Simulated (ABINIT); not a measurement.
# AgBr (Fm-3m): G0W0 in ABINIT against the screening cutoff in the self-energy

Wanted: the cheapest screening cutoff in the self-energy that holds the gap of AgBr (Fm-3m).

Calculated with ABINIT 10.8.3; PBE and many-body steps on it, plane waves.

The database entry behind the starting cell differs from later determinations by our own check (about 0.6 % short of the room-temperature cell), so it need not match the best structure at ambient conditions.

**1. Starting point**

Symmetry: Fm-3m, No. 225, cubic system. The conventional cell has a = 5.740 Å, b = 5.740 Å, c = 5.740 Å, α = 90.00°, β = 90.00°, γ = 90.00°. Ag has 6 Br at 2.87 Å nearest. Nearest to Br lie 6 Ag at 2.87 Å. Farther neighbours and most contacts between anions are not listed.

The cell and positions come from the Crystallography Open Database and are kept as given unless a step says otherwise.

**2. Screening, 4×4×4 mesh, 316 bands, screening to 272.1 eV**

This step: ABINIT 10.8.3; RPA screening on PBE, plane waves, norm-conserving pseudopotentials.

The RPA dielectric matrix is built and inverted for each q.

Input file run.abi:

```
acell 3*1.0 Angstrom
rprim 
  -0.000000000000 2.870150000000 2.870150000000
  2.870150000000 0.000000000000 2.870150000000
  2.870150000000 2.870150000000 0.000000000000
ntypat 2
znucl 47 35
natom 2
typat 1 2
xred 
  0.000000000000 0.000000000000 0.000000000000
  0.500000000000 0.500000000000 0.500000000000
pp_dirpath "pseudos"
pseudos "Ag.upf, Br.upf"
ecut 37
ngkpt 4 4 4
nshiftk 1
shiftk 0 0 0
kptopt 1
chksymbreak 0
istwfk *1
occopt 1
irdwfk 1
optdriver 3
nband 316
ecuteps 10
inclvkb 2
awtr 1
symchi 1
indata_prefix "in"
outdata_prefix "out"
tmpdata_prefix "tmp"
```

On the command line:

```bash
OMP_NUM_THREADS=1 mpirun -n 8 abinit run.abi > log
```

Output:

```text
.Version 10.8.3 of ABINIT. v10.8.2 released Aug 2026.

 Symmetries : space group Fm -3 m (#225); Bravais cF (face-center cubic)
[... echo of the input left out ...]
== DATASET  1 ==================================================================
-   mpi_nproc: 8, omp_nthreads: 1 (-1 if OMP is not activated)

--- !DatasetInfo
iteration_state: {dtset: 1, }
dimensions: {natom: 2, nkpt: 8, mband: 316, nsppol: 1, nspinor: 1, nspden: 1, mpw: 3479, }
cutoff_energies: {ecut:  37.0, pawecutdg:  -1.0, }
electrons: {nelect:   2.60000000E+01, charge:   0.00000000E+00, occopt:   1.00000000E+00, tsmear:   1.00000000E-02, }

 SCREENING: Calculation of the susceptibility and dielectric matrices

 Based on a program developped by R.W. Godby, V. Olevano, G. Onida, and L. Reining.
 Incorporated in ABINIT by V. Olevano, G.-M. Rignanese, and M. Torrent.
.Using double precision arithmetic ; gwpc =  8

[... cell and pseudopotentials left out ...]
--------------------------------------------------------------------------------

 ==== K-mesh for the wavefunctions ====
 Number of points in the irreducible wedge :     8
[... list of points left out ...]
 Together with 48 symmetry operations and time-reversal symmetry
 yields    64 points in the full Brillouin Zone.

 ==== Q-mesh for the screening function ====
 Number of points in the irreducible wedge :     8
[... list of points left out ...]
 Together with 48 symmetry operations and time-reversal symmetry
 yields    64 points in the full Brillouin Zone.

 setmesh: FFT mesh size selected  =    32x   32x   32
          total number of points  =        32768

 vcoul_init : cutoff-mode = AUXILIARY_FUNCTION
 q-points for optical limit:   1
     1)      0.000010    0.000020    0.000030

- screening: taking advantage of time-reversal symmetry
- Maximum band index for partially occupied states nbvw = 13
- Remaining bands to be divided among processors   nbcw = 303
- Number of bands treated by each node ~37

 Number of electrons calculated from density =   26.0000; Expected =   26.0000
 average of density, n =  0.081477
 r_s =    1.4310
 omega_plasma =   27.5342 [eV]

 calculating chi0 at frequencies [eV] :
  1    0.000000E+00    0.000000E+00
  2    0.000000E+00    2.753418E+01

--------------------------------------------------------------------------------
  q-point number  1        q = ( 0.000000, 0.000000, 0.000000) [r.l.u.]
--------------------------------------------------------------------------------
[... chi0 elements left out ...]
 For q-point:  0.000010 0.000020 0.000030
  dielectric constant =   6.8065
  dielectric constant without local fields =   7.3727

  Average fulfillment of the sum rule on Im[epsilon] for q-point    1 :     91.36  [%]
[... wings left out ...]
  q-point number  2        q = ( 0.250000, 0.000000, 0.000000) [r.l.u.]
--------------------------------------------------------------------------------
[... chi0 elements left out ...]
  Average fulfillment of the sum rule on Im[epsilon] for q-point    2 :     96.69  [%]

 [... 6 further q-points ...]
```

It took 73 s on 8 MPI ranks of AMD EPYC 7R43, shared host; peak memory 2.8 GiB.

This step gave:

```
ε∞ with local fields, on this mesh, along the program's q direction : 6.806
the same without local fields                                       : 7.373
plasma frequency                                                    : 27.53 eV
plane waves in the screening matrix                                 : 531
```

Local fields lower ε∞ by 8 %. On a Γ-centred mesh this coarse the value itself is usually too large, while a short band sum pulls it down.

**3. 1 Ha**

This step: G0W0 on PBE, plane waves, norm-conserving pseudopotentials.

Edit run.abi of step 2 so:

```diff
@@ -23,8 +23,17 @@
 irdwfk 1
-optdriver 3
+optdriver 4
 nband 316
-ecuteps 10
-inclvkb 2
-awtr 1
-symchi 1
+gwcalctyp 0
+ecutsigx 37
+symsigma 1
+nkptgw 2
+kptgw 
+  0.5000000000 0.0000000000 0.0000000000
+  0.0000000000 0.0000000000 0.0000000000
+bdgw 
+  12 15
+  11 17
+ecuteps 1
+irdscr 1
+ppmodel 1
 indata_prefix "in"
```

Output:

```text
.Version 10.8.3 of ABINIT. v10.8.2 released Aug 2026.

 Symmetries : space group Fm -3 m (#225); Bravais cF (face-center cubic)
[... echo of the input left out ...]
== DATASET  1 ==================================================================
-   mpi_nproc: 8, omp_nthreads: 1 (-1 if OMP is not activated)

--- !DatasetInfo
iteration_state: {dtset: 1, }
dimensions: {natom: 2, nkpt: 8, mband: 316, nsppol: 1, nspinor: 1, nspden: 1, mpw: 3479, }
cutoff_energies: {ecut:  37.0, pawecutdg:  -1.0, }
electrons: {nelect:   2.60000000E+01, charge:   0.00000000E+00, occopt:   1.00000000E+00, tsmear:   1.00000000E-02, }

 SIGMA: Calculation of the GW corrections

 Based on a program developped by R.W. Godby, V. Olevano, G. Onida, and L. Reining.
 Incorporated in ABINIT by V. Olevano, G.-M. Rignanese, and M. Torrent.
.Using double precision arithmetic ; gwpc =  8

[... cell and pseudopotentials left out ...]
--------------------------------------------------------------------------------

 ==== K-mesh for the wavefunctions ====
 Number of points in the irreducible wedge :     8
[... list of points left out ...]
 Together with 48 symmetry operations and time-reversal symmetry
 yields    64 points in the full Brillouin Zone.

 ==== Q-mesh for screening function ====
 Number of points in the irreducible wedge :     8
[... list of points left out ...]
 Together with 48 symmetry operations and time-reversal symmetry
 yields    64 points in the full Brillouin Zone.

 vcoul_init : cutoff-mode = AUXILIARY_FUNCTION
 q-points for optical limit:   1
     1)      0.000010    0.000020    0.000030
 setmesh: FFT mesh size selected  =    45x   45x   45
          total number of points  =        91125

 Number of electrons calculated from density =   26.0000; Expected =   26.0000
 average of density, n =  0.081477
 r_s =    1.4310
 omega_plasma =   27.5342 [eV]

 === KS Band Gaps ===
  >>>> For spin  1
   Minimum direct gap =   2.6040 [eV], located at k-point      :   0.0000  0.0000  0.0000
   Fundamental gap    =   0.6721 [eV], Top of valence bands at :   0.5000  0.0000  0.0000
                                       Bottom of conduction at :   0.0000  0.0000  0.0000
 SIGMA fundamental parameters:
 PLASMON POLE MODEL  1
 number of plane-waves for SigmaX                 3479
 number of plane-waves for SigmaC and W             15
 number of plane-waves for wavefunctions          3479
 number of bands                                   316
 number of independent spin polarizations            1
 number of spinorial components                      1
 number of k-points in IBZ                           8
 number of q-points in IBZ                           8
 number of symmetry operations                      48
 number of k-points in BZ                           64
 number of q-points in BZ                           64
 number of frequencies for dSigma/dE                 9
 frequency step for dSigma/dE [eV]                0.25
 number of omega for Sigma on real axis              0
 max omega for Sigma on real axis  [eV]           0.00
 zcut for avoiding poles [eV]                     0.10

 EPSILON^-1 parameters (SCR file):
 dimension of the eps^-1 matrix on file            531
 dimension of the eps^-1 matrix used                15
 number of plane-waves for wavefunctions          3479
 number of bands                                   316
 number of q-points in IBZ                           8
 number of frequencies                               2
 number of real frequencies                          1
 number of imag frequencies                          1

 matrix elements of self-energy operator (all in [eV])

 Perturbative Calculation

--- !SelfEnergy_ee
iteration_state: {dtset: 1, }
kpoint     : [   0.500,    0.000,    0.000, ]
spin       : 1
KS_gap     :    3.739
QP_gap     :    4.790
Delta_QP_KS:    1.051
data: !SigmaeeData |
     Band     E0 <VxcDFT>   SigX SigC(E0)      Z dSigC/dE  Sig(E)    E-E0       E
       12   4.902 -19.825 -24.070   3.251   0.826  -0.211 -20.645  -0.820   4.082
       13   4.902 -19.825 -24.070   3.251   0.826  -0.211 -20.645  -0.820   4.082
       14   8.640  -8.808  -4.761  -3.771   0.838  -0.193  -8.577   0.231   8.872
       15  11.496 -13.328  -7.291  -4.474   0.815  -0.227 -12.054   1.274  12.770

--- !SelfEnergy_ee
iteration_state: {dtset: 1, }
kpoint     : [   0.000,    0.000,    0.000, ]
spin       : 1
KS_gap     :    2.604
QP_gap     :    3.538
Delta_QP_KS:    0.934
data: !SigmaeeData |
     Band     E0 <VxcDFT>   SigX SigC(E0)      Z dSigC/dE  Sig(E)    E-E0       E
       11   2.970 -13.222 -16.694   2.917   0.820  -0.220 -13.677  -0.455   2.514
       12   2.970 -13.222 -16.694   2.917   0.820  -0.220 -13.677  -0.455   2.514
       13   2.970 -13.222 -16.694   2.917   0.820  -0.220 -13.677  -0.455   2.514
       14   5.574 -10.605  -6.493  -3.540   0.837  -0.195 -10.126   0.479   6.053
       15  14.829 -11.431  -6.553  -4.245   0.828  -0.208 -10.907   0.524  15.352
       16  14.829 -11.431  -6.553  -4.245   0.828  -0.208 -10.907   0.524  15.352
       17  14.829 -11.431  -6.553  -4.245   0.828  -0.208 -10.907   0.524  15.352

== END DATASET(S) ==============================================================
================================================================================

 -outvars: echo values of variables after computation  --------
           etotal      0.0000000000E+00
            nband         316
             nkpt           8
          spgroup         225
 [... the other variables as echoed above ...]

 Calculation completed.
```

Run time: 4.3 s. Hardware: 8 MPI ranks; peak memory 1.4 GiB; 32 s of CPU time.

This step gave:

```
G0W0 gap on the points computed              : 1.971 eV
starting gap on the mesh                     : 0.6721 eV
k of the valence top                         : 0.5, 0, 0
k of the conduction bottom                   : 0, 0, 0
Z at the valence top                         : 0.826
Z at the conduction bottom                   : 0.837
least direct G0W0 gap on the computed points : 3.539 eV
```

**4. 2 Ha**

Edit run.abi of step 3 so:

```diff
@@ -35,3 +35,3 @@
   11 17
-ecuteps 1
+ecuteps 2
 irdscr 1
```

Output:

```text
.Version 10.8.3 of ABINIT. v10.8.2 released Aug 2026.

 Symmetries : space group Fm -3 m (#225); Bravais cF (face-center cubic)
[... echo of the input left out ...]
== DATASET  1 ==================================================================
-   mpi_nproc: 8, omp_nthreads: 1 (-1 if OMP is not activated)

--- !DatasetInfo
iteration_state: {dtset: 1, }
dimensions: {natom: 2, nkpt: 8, mband: 316, nsppol: 1, nspinor: 1, nspden: 1, mpw: 3479, }
cutoff_energies: {ecut:  37.0, pawecutdg:  -1.0, }
electrons: {nelect:   2.60000000E+01, charge:   0.00000000E+00, occopt:   1.00000000E+00, tsmear:   1.00000000E-02, }

 SIGMA: Calculation of the GW corrections

 Based on a program developped by R.W. Godby, V. Olevano, G. Onida, and L. Reining.
 Incorporated in ABINIT by V. Olevano, G.-M. Rignanese, and M. Torrent.
.Using double precision arithmetic ; gwpc =  8

[... cell and pseudopotentials left out ...]
--------------------------------------------------------------------------------

 ==== K-mesh for the wavefunctions ====
 Number of points in the irreducible wedge :     8
[... list of points left out ...]
 Together with 48 symmetry operations and time-reversal symmetry
 yields    64 points in the full Brillouin Zone.

 ==== Q-mesh for screening function ====
 Number of points in the irreducible wedge :     8
[... list of points left out ...]
 Together with 48 symmetry operations and time-reversal symmetry
 yields    64 points in the full Brillouin Zone.

 vcoul_init : cutoff-mode = AUXILIARY_FUNCTION
 q-points for optical limit:   1
     1)      0.000010    0.000020    0.000030
 setmesh: FFT mesh size selected  =    45x   45x   45
          total number of points  =        91125

 Number of electrons calculated from density =   26.0000; Expected =   26.0000
[...]
number of omega for Sigma on real axis              0
 max omega for Sigma on real axis  [eV]           0.00
 zcut for avoiding poles [eV]                     0.10

 EPSILON^-1 parameters (SCR file):
 dimension of the eps^-1 matrix on file            531
 dimension of the eps^-1 matrix used                51
 number of plane-waves for wavefunctions          3479
 number of bands                                   316
 number of q-points in IBZ                           8
 number of frequencies                               2
 number of real frequencies                          1
 number of imag frequencies                          1

 matrix elements of self-energy operator (all in [eV])

 Perturbative Calculation

--- !SelfEnergy_ee
iteration_state: {dtset: 1, }
kpoint     : [   0.500,    0.000,    0.000, ]
spin       : 1
KS_gap     :    3.739
QP_gap     :    4.527
Delta_QP_KS:    0.788
data: !SigmaeeData |
     Band     E0 <VxcDFT>   SigX SigC(E0)      Z dSigC/dE  Sig(E)    E-E0       E
       12   4.902 -19.825 -24.070   3.344   0.808  -0.237 -20.554  -0.728   4.173
       13   4.902 -19.825 -24.070   3.344   0.808  -0.237 -20.554  -0.728   4.173
       14   8.640  -8.808  -4.761  -3.975   0.834  -0.200  -8.748   0.060   8.700
[...]
--- !SelfEnergy_ee
iteration_state: {dtset: 1, }
kpoint     : [   0.000,    0.000,    0.000, ]
spin       : 1
KS_gap     :    2.604
QP_gap     :    3.588
Delta_QP_KS:    0.984
data: !SigmaeeData |
     Band     E0 <VxcDFT>   SigX SigC(E0)      Z dSigC/dE  Sig(E)    E-E0       E
[...]
16  14.829 -11.431  -6.553  -4.411   0.821  -0.217 -11.047   0.383  15.212
       17  14.829 -11.431  -6.553  -4.411   0.821  -0.217 -11.047   0.383  15.212

== END DATASET(S) ==============================================================
================================================================================

 -outvars: echo values of variables after computation  --------
           etotal      0.0000000000E+00
            nband         316
             nkpt           8
          spgroup         225
 [... the other variables as echoed above ...]

 Calculation completed.
```

Run time: 4.6 s. Hardware: 8 MPI ranks; peak memory 1.2 GiB.

This step gave:

```
G0W0 gap on the points computed              : 1.677 eV
starting gap on the mesh                     : 0.6721 eV
k of the valence top                         : 0.5, 0, 0
k of the conduction bottom                   : 0, 0, 0
Z at the valence top                         : 0.808
Z at the conduction bottom                   : 0.829
least direct G0W0 gap on the computed points : 3.588 eV
```

**5. 3.5 Ha**

The self-energy is evaluated for the states that the input lists, and the levels follow from it, in one-shot runs by the linearised quasiparticle equation.

Edit run.abi of step 4 so:

```diff
@@ -35,3 +35,3 @@
   11 17
-ecuteps 2
+ecuteps 3.5
 irdscr 1
```

Output:

```text
.Version 10.8.3 of ABINIT. v10.8.2 released Aug 2026.

 Symmetries : space group Fm -3 m (#225); Bravais cF (face-center cubic)
[... echo of the input left out ...]
== DATASET  1 ==================================================================
-   mpi_nproc: 8, omp_nthreads: 1 (-1 if OMP is not activated)

--- !DatasetInfo
iteration_state: {dtset: 1, }
dimensions: {natom: 2, nkpt: 8, mband: 316, nsppol: 1, nspinor: 1, nspden: 1, mpw: 3479, }
cutoff_energies: {ecut:  37.0, pawecutdg:  -1.0, }
[...]
Band     E0 <VxcDFT>   SigX SigC(E0)      Z dSigC/dE  Sig(E)    E-E0       E
[...]
16  14.829 -11.431  -6.553  -4.482   0.819  -0.221 -11.107   0.323  15.152
       17  14.829 -11.431  -6.553  -4.482   0.819  -0.221 -11.107   0.323  15.152

== END DATASET(S) ==============================================================
================================================================================

 -outvars: echo values of variables after computation  --------
           etotal      0.0000000000E+00
            nband         316
             nkpt           8
          spgroup         225
 [... the other variables as echoed above ...]

 Calculation completed.
```

The job ended after 7.2 s (8 MPI ranks; peak memory 1.7 GiB; 55 s of CPU time).

This step gave:

```
G0W0 gap on the points computed              : 1.672 eV
starting gap on the mesh                     : 0.6721 eV
k of the valence top                         : 0.5, 0, 0
k of the conduction bottom                   : 0, 0, 0
least direct G0W0 gap on the computed points : 3.724 eV
```

The gap on the mesh goes from 0.67 eV to 1.67 eV, a correction of +1.00 eV.

(Part 1 of 2 ends here.)

[Paths, hosts, dates, memory and timing lines, banners, echoed tables and standing remarks are left out of the program output.]

[Logs are printed without paths, hosts, clocks, repeated set-up lines and the standing remarks that a program may print on its own settings, such as how far it seeks lower states.]

[Runs of the session that timed out or met a known fault of the program may be left out.]

[Hosts, paths, dates, database ids (printed as entryN), source tags and the programs' standing remarks are cut or masked in the printed files.]

[G0W0 gaps are taken among the corrected bands and points alone; a level outside them can change the order at an edge.]

[Where Ansatz stands beside ABINIT at settings called matched, ABINIT's density can come from a denser mesh and the files from another edition; pairs whose starting gaps differed by over 0.03 eV were left out, so agreement reads better than it is.]
